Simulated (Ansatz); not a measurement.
## What is wrong with this input? (FeCo$_{3}$)

Intended: FeCo$_{3}$, r2SCAN, plane waves and PAW in Ansatz. The input:

```yaml
crystal:
  lattice:
    - [2.46601, 0.0, 0.0]
    - [0.0, 2.46601, 0.0]
    - [0.0, 0.0, 7.063459]
  atoms:
    - { symbol: Fe, position: [0.0, 0.0, 0.0] }
    - { symbol: Co, position: [0.5, 0.5, 0.745404] }
    - { symbol: Co, position: [0.0, 0.0, 0.5] }
    - { symbol: Co, position: [0.5, 0.5, 0.254596] }
basis:
  ecutwfc: 500
kpoints:
  mp_grid: { grid: [16, 16, 6] }
hamiltonian:
  xc: r2scan
scf:
  occupations: { method: gaussian, width: 0.1 }
  max_iter: 100
output:
  forces: true
  stress: true
  eigenvalues: true
magnetization:
  spin_polarized: true
  initial_magnetization: 7.0
  spin_locking: { lock_magnetization: hard }
```

Command:

```bash
ansatz run input.yaml --threads 1 --pin off --max-ram 2560MiB --backend cpu --events-out ev --progress --plain --runs-dir out
```

From the log (HF is the Harris–Foulkes energy, dr2 the density residual in eV):

```text
k-points: 180 of 1536
PAW frozen core: Fe, regenerated for the run's functional (the file was generated under x = pbe(κ = 0.804, μ = 0.2195), c = pbe(β = 0.0667))
PAW frozen core: Co, regenerated for the run's functional (the file was generated under x = pbe(κ = 0.804, μ = 0.2195), c = pbe(β = 0.0667))
Initial density: superposition of atomic densities
Starting moments: Σ|m| = 7 μB on 4 of 4 sites
SCF iter   1: HF=-19878.133921 eV  Δρ=1.10e-1 (↑2.13e-2 ↓1.10e-1) dr2=4.27e0  dr2_τ=3.37e-2  dr2_m=8.83e-1  M=7.000 μB ∫|m|=7.306 μB
spin=Collinear: Kerker preconditioning applied to the charge; magnetization (m = ρ↑ − ρ↓) channel mixes plain (no charge-response kernel on spin).
SCF iter   2: HF=-19877.148489 eV  Δρ=3.10e-2 (↑9.10e-3 ↓3.10e-2) dr2=3.49e-1  dr2_τ=3.30e-2  dr2_m=1.04e-1  M=7.000 μB ∫|m|=7.709 μB  κ⁻¹=1.0e0(r=1)
SCF iter   3: HF=-19878.377229 eV  Δρ=1.02e-2 (↑1.02e-2 ↓1.01e-2) dr2=5.45e-2  dr2_τ=1.81e-3  dr2_m=8.19e-3  M=7.000 μB ∫|m|=7.950 μB  κ⁻¹=2.3e-2(r=2)
SCF iter   4: HF=-19879.014151 eV  Δρ=2.52e-2 (↑1.64e-2 ↓2.52e-2) dr2=2.11e-1  dr2_τ=2.33e-3  dr2_m=8.94e-2  M=7.000 μB ∫|m|=8.052 μB
   ...
SCF iter  22: HF=-19880.259115 eV  Δρ=4.35e-6 (↑3.43e-6 ↓4.35e-6) dr2=8.38e-9  dr2_τ=1.59e-10  dr2_m=4.63e-10  M=7.000 μB ∫|m|=8.177 μB  κ⁻¹=9.0e-6(r=8)
SCF iter  23: HF=-19880.259115 eV  Δρ=1.19e-5 (↑5.25e-6 ↓1.19e-5) dr2=1.05e-7  dr2_τ=4.98e-10  dr2_m=5.74e-9  M=7.000 μB ∫|m|=8.177 μB  κ⁻¹=2.1e-5(r=8)
SCF iter  24: F=-19880.259115 eV  HF=-19880.259115 eV  Δρ=4.75e-6 (↑2.27e-6 ↓4.75e-6) dr2=1.65e-8  dr2_τ=1.07e-10  dr2_m=9.85e-10  M=7.000 μB ∫|m|=8.177 μB
SCF 1 converged in 24 iterations: F = -19880.259115 eV  dr2 = 1.65e-8
this state was not tested for a lower state beside it, because the mixer in use, unlike msr1, does not test its closes by its own steps (another_mixer; see scf.mixing.algorithm and scf.lower_state_search)
SCF converged after 24 iterations
Magnetization: 7.0000 μB (37.0000 up, 30.0000 down)
Absolute magnetization: 8.1833 μB (∫|ρ↑−ρ↓|, with the PAW one-centre terms)
Per-site moments (μB) at R_I (Å): [(2.4285, 1.0172), (1.6669, 1.0142), (1.7554, 1.0142), (1.6669, 1.0142)]
Free energy (F): -19880.259115 eV
E sigma→0 (E₀):  -19880.251230 eV
Entropy (-TS):   -0.015770 eV (-3.943 meV/atom)
Fermi energy:    19.091733 (↑ 18.667130, ↓ 19.516336) eV
--- Forces (eV/Å), atoms counted from 1 ---
  atom   1  Fe    -0.00000000     0.00000000     0.00000000
  atom   2  Co     0.00000000     0.00000000    -0.23246899
  atom   3  Co    -0.00000000    -0.00000000     0.00000000
  atom   4  Co     0.00000000     0.00000000     0.23246899
--- Stress (GPa, compression-positive) ---
        0.266926       0.000000       0.000000
        0.000000       0.266926       0.000000
        0.000000       0.000000       1.099537
  P = ⅓ Tr σ = 0.5445 GPa (5.445 kbar)
```

Problem. Which fault does the input hold?
A. No empty bands beside a smearing
B. Lattice vectors in bohr read as angstrom
C. An atom left out of the cell, with fixed occupations
D. A Hubbard U on a species that isn't in the cell
E. A total moment locked at a wrong value

Solution. E. The lock holds the cell at a moment that isn't its own. The cure is the lock released.

Fix (which also takes the iteration limit of the reference run):

```diff
 crystal:
   atoms:
-    - { symbol: Fe, position: [0.0, 0.0, 0.0] }
-    - { symbol: Co, position: [0.5, 0.5, 0.745404] }
-    - { symbol: Co, position: [0.0, 0.0, 0.5] }
-    - { symbol: Co, position: [0.5, 0.5, 0.254596] }
+    - { symbol: Fe, position: [0.0, 0.0, 0.0], spin: 3.07 }
+    - { symbol: Co, position: [0.5, 0.5, 0.745404], spin: 2.07 }
+    - { symbol: Co, position: [0.0, 0.0, 0.5], spin: 2.1 }
+    - { symbol: Co, position: [0.5, 0.5, 0.254596], spin: 2.07 }
 scf:
-  max_iter: 100
 magnetization:
-  initial_magnetization: 7.0
-  spin_locking: { lock_magnetization: hard }
```

Result of the mended run: a pressure of 6.63 GPa, a largest force of 0.436 eV/Å, no gap, site moments (μB) Fe +2.82, Co +1.90 (×2), Co +1.93. The faulty run's energy lay 64.7 meV per atom higher. The faulty run also carried warnings: locked moment state unchecked; stability check not made.

The mended run took 9 min on 1 thread of Intel(R) Xeon(R) Processor @ 2.50GHz (Skylake/Cascade Lake) (shared host), peak memory 1.2 GiB.